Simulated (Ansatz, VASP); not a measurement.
**MnO2 in VASP and in Ansatz**

```
Mn O
1.0
     2.81797    0.00000    0.00000
    -1.40899    2.44043    0.00000
     0.00000    0.00000    4.53919
Mn O
1 2
Direct
  0.00000 0.00000 0.50000
  0.33333 0.66667 0.70629
  0.66667 0.33333 0.29371
```

Change from the starting cell: volume scaled by 0.96.

Alike in both runs: task single point; functional PBE; k mesh 11 × 11 × 6; occupations fermi-dirac, width 0.05 eV; collinear spin, ferromagnetic start.

|  | VASP | Ansatz |
| --- | --- | --- |
| version | VASP 6.6.1 | Ansatz 0.2.0 |
| potentials or method | VASP PAW PBE potentials, release 64 (Mn_pv, O) | Ansatz PAW |
| plane-wave cutoff (eV) | 520 | 420 |
| valence electrons in the cell | 25 | 27 |

|  | VASP | Ansatz | Ansatz less VASP |
| --- | --- | --- | --- |
| gap on the k mesh at the Fermi level (eV) | 0.66 | 0.69 | +0.036 |
| least direct gap on the mesh (eV) | 0.70 | 0.74 | +0.036 |
| pressure (GPa) | 15.3 | 14.1 | -1.20 |
| largest component of the traceless stress (GPa) | 3.49 | 3.04 | -0.449 |
| rms of the force components (eV/Å) | 0.448 | 0.399 | -0.0482 |
| net moment per atom (μB) | 1.00 | 1.00 | 0.000 |
| size of the moment on the site where the two differ most (μB) | 2.80 | 2.44 | -0.356 |

Site moments also hang on the region over which each program counts them. Atom by atom the forces differ by 0.048 eV/Å (rms over components). The two sets of potentials don't hold the same shells in valence.

Caveats: a cell with one magnetic atom can't hold antiferromagnetic order, which such compounds often take; an odd mesh through Γ misses points on the zone boundary, where band edges often lie (VASP); odd divisions of the mesh miss points on the zone boundary, where band edges often lie, so the gap on the mesh can be too wide (Ansatz); the pressure holds a Pulay correction of +0.8 GPa for the finite cutoff (Ansatz).
